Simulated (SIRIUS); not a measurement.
# MgS (F-43m) in SIRIUS: reference runs

How does MgS come out in PBE? The cell is run as given, and energy against volume gives the equilibrium volume and stiffness.

Program: SIRIUS 7.12.0. These are calculated values, not measurements. Logs are shortened: lines on timing, memory, paths and dates and some standing lists are left out, and cuts for length are marked. The log counts tension as positive stress, the text compression.

## Step 1: Starting point

The structure is cubic, space group F-43m (No. 216). Conventional cell: a = 5.666 Å, b = 5.666 Å, c = 5.666 Å, α = 90.00°, β = 90.00°, γ = 90.00°. S (site symmetry -43m) has 4 Mg at 2.45 Å as nearest neighbours. Mg (site symmetry -43m) is surrounded by 4 S at 2.45 Å.

The cell comes from a database or a generator and needn't be the stable form of this composition.

## Step 2: Single point, PBE

File sirius.json:

```json
{
  "control": {
    "processing_unit": "cpu",
    "verbosity": 2,
    "num_bands_to_print": 15,
    "print_forces": true,
    "print_stress": true
  },
  "parameters": {
    "electronic_structure_method": "pseudopotential",
    "xc_functionals": ["XC_GGA_X_PBE", "XC_GGA_C_PBE"],
    "gk_cutoff": 9.2,
    "pw_cutoff": 18.4,
    "ngridk": [8, 8, 8],
    "shiftk": [0, 0, 0],
    "smearing": "fermi_dirac",
    "smearing_width": 0.0018374661,
    "num_bands": 15,
    "num_mag_dims": 0,
    "num_dft_iter": 100,
    "energy_tol": 1e-08,
    "density_tol": 1e-06
  },
  "iterative_solver": {
    "type": "davidson",
    "min_tolerance": 1e-10
  },
  "mixer": {
    "type": "anderson",
    "beta": 0.7,
    "max_history": 8
  },
  "settings": {
    "tol_ne": 1e-10
  },
  "unit_cell": {
    "lattice_vectors": [
      [0.0, 5.353820966639, 5.353820966639],
      [5.353820966639, 0.0, 5.353820966639],
      [5.353820966639, 5.353820966639, 0.0]
    ],
    "atom_coordinate_units": "lattice",
    "atom_types": ["S", "Mg"],
    "atom_files": {
      "Mg": "Mg.json",
      "S": "S.json"
    },
    "atoms": {
      "S": [
        [0.25, 0.25, 0.25]
      ],
      "Mg": [
        [0.0, 0.0, 0.0]
      ]
    }
  }
}
```

Potentials or basis: PseudoDojo 0.4.1 PBE standard (scalar relativistic).

On the command line:

```console
$ upf_to_json Mg.upf
$ upf_to_json S.upf
$ OMP_NUM_THREADS=1 sirius.scf --input=sirius.json --output=out.json --task=0
```

Log:

```text
[info] SIRIUS version : 7.12.0
[info] number of MPI ranks           : 1
[info] MPI grid                      : 1 1
[info] maximum number of OMP threads : 1
[fft] FFT context for density and potential
[fft] =====================================
[fft]   comm size                             : 1
[fft]   plane wave cutoff                     : 18.4
[fft]   grid size                             : 48 48 48   total : 110592
[fft]   grid limits                           : -23 24   -23 24   -23 24
[fft]   number of G-vectors within the cutoff : 16156
[fft]   local number of G-vectors             : 16156
[fft]   number of G-shells                    : 874
[fft] FFT context for coarse grid
[fft] =====================================
[fft]   comm size                             : 1
[fft]   plane wave cutoff                     : 18.4
[fft]   grid size                             : 48 48 48   total : 110592
[fft]   grid limits                           : -23 24   -23 24   -23 24
[fft]   number of G-vectors within the cutoff : 16156
[fft]   local number of G-vectors             : 16156
[fft]   number of G-shells                    : 874
[unit cell] lattice vectors
[unit cell]   a1 :       0.0000000000      5.3538209666      5.3538209666
[unit cell]   a2 :       5.3538209666      0.0000000000      5.3538209666
[unit cell]   a3 :       5.3538209666      5.3538209666      0.0000000000
[unit cell] reciprocal lattice vectors
[unit cell]   b1 :      -0.5867944919      0.5867944919      0.5867944919
[unit cell]   b2 :       0.5867944919     -0.5867944919      0.5867944919
[unit cell]   b3 :       0.5867944919      0.5867944919     -0.5867944919
[unit cell] unit cell volume :       306.91741247 [a.u.^3]
[unit cell] 1/sqrt(omega)    :         0.05708069
[unit cell] MT volume        :         0.00000000 ( 0.00%)
[unit cell] IT volume        :       306.91741247 (100.00%)
[unit cell] number of atom types : 2
[unit cell] type id : 0 symbol :  S mt_radius :  11.450000 num_atoms : 1
[unit cell] type id : 1 symbol : Mg mt_radius :  15.090000 num_atoms : 1
[unit cell] total number of atoms : 2
[unit cell] number of symmetry classes : 2
[unit cell] number of PAW atoms : 0
[unit cell] atom id  type id  class id             position                      vector_field
[unit cell] ------------------------------------------------------------------------------------------
[unit cell]      0        0        0      0.25000   0.25000   0.25000      0.00000   0.00000   0.00000
[unit cell]      1        1        1      0.00000   0.00000   0.00000      0.00000   0.00000   0.00000
[unit cell] atom id         position (Cartesian, a.u.)
[unit cell] ---------------------------------------------
[unit cell]      0       2.676910    2.676910    2.676910
[unit cell]      1       0.000000    0.000000    0.000000
[unit cell] class id : 0 atom id : 0
[unit cell] class id : 1 atom id : 1
[unit cell] minimum bond length:     4.636545
[unit cell] total number of pseudo wave-functions: 9
[sym] space group number   : 216
[sym] international symbol : F-43m
[sym] Hall symbol          : F -4 2 3
[sym] space group transformation matrix :
[sym]   0.0000  0.5000  0.5000
[sym]  -0.5000 -0.5000  0.0000
[sym]   0.5000  0.0000  0.5000
[sym] space group origin shift :
[sym]   0.0000  0.0000  0.0000
[sym] number of space group operations  : 24
[sym] number of magnetic group operations : 24
[sym] metric tensor error: 0.0000e+00
[sym] rotation matrix error: 0.0000e+00
[sym] symmetry operations
[... list of symmetry operations ...]
[atom type] label          : S
[atom type] --------------------------------------------------------------------------------
[atom type] symbol         : S
[atom type] name           :
[atom type] zn             : 6
[atom type] mass           : 0
[... 275 lines left out ...]
[find] band gap (eV)                  :       3.44053728
[find] Efermi                         :       0.17314225
[find] iteration : 12, RMS (target) : 1.8776e-06 (1.0000e-06) , energy difference (target) : -6.9136e-11 (1.0000e-08)
[find] bands are converged : true
[find] iterative solver converged : false
[find] +------------------------------+
[find] | SCF iteration  13 out of 100|
[find] +------------------------------+
[diagonalize] iterative solver tolerance (occupied, empty): 8.83579e-08 8.83579e-08
[diagonalize] average number of iterations: 1.31034
[diagonalize] Lowest band energies
[diagonalize] ik:    0   -2.599452   -1.378346   -1.378346   -1.378346   -0.300091    0.113833    0.113833    0.113833    0.240271    0.404981    0.404981    0.404981    0.510543    0.617935    0.626149
[diagonalize] ik:    1   -2.599452   -1.378360   -1.378348   -1.378348   -0.296879    0.088900    0.111883    0.111883    0.264485    0.398118    0.411476    0.411476    0.494132    0.494132    0.596193
[diagonalize] ik:    2   -2.599451   -1.378392   -1.378353   -1.378353   -0.288572    0.046012    0.107475    0.107475    0.295916    0.399387    0.413035    0.413035    0.495925    0.495925    0.564259
[diagonalize] ik:    3   -2.599450   -1.378424   -1.378359   -1.378359   -0.279293    0.012128    0.103435    0.103435    0.302480    0.400226    0.400226    0.420457    0.542761    0.542761    0.563719
[diagonalize] ik:    4   -2.599449   -1.378438   -1.378361   -1.378361   -0.275090   -0.000723    0.101855    0.101855    0.301369    0.394041    0.394041    0.429707    0.586938    0.593749    0.593749
[diagonalize] ...
[diagonalize] ik:   24   -2.599449   -1.378422   -1.378383   -1.378374   -0.271526    0.021875    0.069120    0.080463    0.297113    0.354119    0.425942    0.499709    0.522009    0.618371    0.634371
[diagonalize] ik:   25   -2.599449   -1.378423   -1.378394   -1.378376   -0.268052    0.022739    0.051553    0.077316    0.308534    0.376947    0.423789    0.469846    0.536700    0.597296    0.635908
[diagonalize] ik:   26   -2.599449   -1.378418   -1.378397   -1.378372   -0.269335    0.024994    0.047425    0.083926    0.325997    0.379965    0.411223    0.460108    0.527656    0.556550    0.686586
[diagonalize] ik:   27   -2.599449   -1.378430   -1.378388   -1.378381   -0.266852    0.017329    0.064120    0.070454    0.281556    0.347061    0.481616    0.487417    0.570744    0.617096    0.622628
[diagonalize] ik:   28   -2.599449   -1.378419   -1.378399   -1.378381   -0.266697    0.029613    0.046922    0.065430    0.317316    0.403780    0.414844    0.427050    0.577389    0.617210    0.620023
[find] Charges and magnetic moments
[find] --------------------------------------------------------------------------------
[find] total charge          : 16.000000
[find] Energy
[find] --------------------------------------------------------------------------------
[find] valence_eval_sum               :     -13.63476519
[find] <rho|V^{XC}>                   :     -13.39591412
[find] <rho|E^{XC}>                   :     -11.15273979
[find] <mag|B^{XC}>                   :       0.00000000
[find] <rho|V^{H}>                    :      51.07098277
[find] one-electron contribution      :     -51.30983385 (Ha),    -102.61966770 (Ry)
[find] hartree contribution           :      25.53549139
[find] xc contribution                :     -11.15273979
[find] ewald contribution             :     -33.61027400
[find] PAW contribution               :       0.00000000
[find] smearing (-TS)                 :      -0.00000000
[find] SCF correction                 :      -0.00000021
[find] Total energy                   :     -70.53735646 (Ha),    -141.07471292 (Ry)
[find] Free energy (E-TS)             :     -70.53735646 (Ha),    -141.07471292 (Ry)
[find] band gap (eV)                  :       3.44054189
[find] Efermi                         :       0.17314213
[find] iteration : 13, RMS (target) : 2.2281e-07 (1.0000e-06) , energy difference (target) : -1.9341e-11 (1.0000e-08)
[find] bands are converged : true
[find] iterative solver converged : false
[find] converged after 14 SCF iterations!
[find] Charges and magnetic moments
[find] --------------------------------------------------------------------------------
[find] total charge          : 16.000000
[find] Energy
[find] --------------------------------------------------------------------------------
[find] valence_eval_sum               :     -13.63476519
[find] <rho|V^{XC}>                   :     -13.39591412
[find] <rho|E^{XC}>                   :     -11.15273979
[find] <mag|B^{XC}>                   :       0.00000000
[find] <rho|V^{H}>                    :      51.07098277
[find] one-electron contribution      :     -51.30983385 (Ha),    -102.61966770 (Ry)
[find] hartree contribution           :      25.53549139
[find] xc contribution                :     -11.15273979
[find] ewald contribution             :     -33.61027400
[find] PAW contribution               :       0.00000000
[find] smearing (-TS)                 :      -0.00000000
[find] SCF correction                 :      -0.00000021
[find] Total energy                   :     -70.53735646 (Ha),    -141.07471292 (Ry)
[find] Free energy (E-TS)             :     -70.53735646 (Ha),    -141.07471292 (Ry)
[find] band gap (eV)                  :       3.44054189
[find] Efermi                         :       0.17314213
[ground_state] === stress tensor components [kbar] ===
[ground_state] === stress_kin ===
[ground_state] -24203.287659   -0.000000    0.000000
[ground_state]    -0.000000-24203.287659    0.000000
[ground_state]     0.000000    0.000000-24203.287659
[ground_state] === stress_har ===
[ground_state] -8159.415372    0.000000    0.000000
[ground_state]     0.000000-8159.415372    0.000000
[ground_state]     0.000000    0.000000-8159.415372
[ground_state] === stress_ewald ===
[ground_state] 10739.569572    0.000000    0.000000
[ground_state]     0.00000010739.569572    0.000000
[ground_state]     0.000000    0.00000010739.569572
[ground_state] === stress_vloc ===
[ground_state]  8937.835666    0.000000    0.000000
[ground_state]     0.000000 8937.835666    0.000000
[ground_state]     0.000000    0.000000 8937.835666
[ground_state] === stress_xc ===
[ground_state]  2340.962529    0.000000    0.000000
[ground_state]     0.000000 2340.962529    0.000000
[ground_state]     0.000000    0.000000 2340.962529
[ground_state] === stress_core ===
[ground_state]   921.883814    0.000000    0.000000
[ground_state]     0.000000  921.883814    0.000000
[ground_state]     0.000000    0.000000  921.883814
[ground_state] === stress_nonloc ===
[ground_state]  9412.653013    0.000000    0.000000
[ground_state]     0.000000 9412.653013   -0.000000
[ground_state]     0.000000   -0.000000 9412.653013
[ground_state] === stress_us_nl ===
[ground_state]  9412.653013    0.000000    0.000000
[ground_state]     0.000000 9412.653013   -0.000000
[ground_state]     0.000000   -0.000000 9412.653013
[ground_state] === stress_total ===
[ground_state]    -9.798436   -0.000000    0.000000
[ground_state]    -0.000000   -9.798436    0.000000
[ground_state]     0.000000    0.000000   -9.798436
[ground_state] ==== total Forces in Ha/bohr =====
[ground_state] atom:    0, force:      -0.0000000      0.0000000      0.0000000
[ground_state] atom:    1, force:      -0.0000000     -0.0000000      0.0000000
[ground_state] ==== ultrasoft contribution from Qij =====
[ground_state] atom:    0, force:       0.0000000      0.0000000      0.0000000
[ground_state] atom:    1, force:       0.0000000      0.0000000      0.0000000
[ground_state] ==== non-local contribution from Beta-projector =====
[ground_state] atom:    0, force:       0.0000000      0.0000000      0.0000000
[ground_state] atom:    1, force:      -0.0000000     -0.0000000      0.0000000
[ground_state] ==== contribution from local potential =====
[ground_state] atom:    0, force:      -0.0000000      0.0000000      0.0000000
[ground_state] atom:    1, force:       0.0000000      0.0000000      0.0000000
[ground_state] ==== contribution from core density =====
[ground_state] atom:    0, force:       0.0000000      0.0000000      0.0000000
[ground_state] atom:    1, force:       0.0000000      0.0000000      0.0000000
[ground_state] ==== Ewald forces from ions =====
[ground_state] atom:    0, force:       0.0000000      0.0000000      0.0000000
[ground_state] atom:    1, force:       0.0000000      0.0000000      0.0000000
[~DFT_ground_state] local op. applied: 13383
[~DFT_ground_state] evp. work count: 3613.74
[~DFT_ground_state] number of iterative solver steps: 968
```

It took 28 s on 1 thread of Intel Xeon Platinum 8488C (Sapphire Rapids), shared host; peak memory 0.31 GiB.

What came out:

| Property | Result |
| --- | --- |
| Free energy | -1919.4193 eV |
| Pressure | 1.0 GPa |
| Band gap on the k mesh | 3.44 eV |

A k mesh can miss the band edges. PBE gaps usually lie below the measured ones, often by a third to a half.

[end of part 1 of 2]
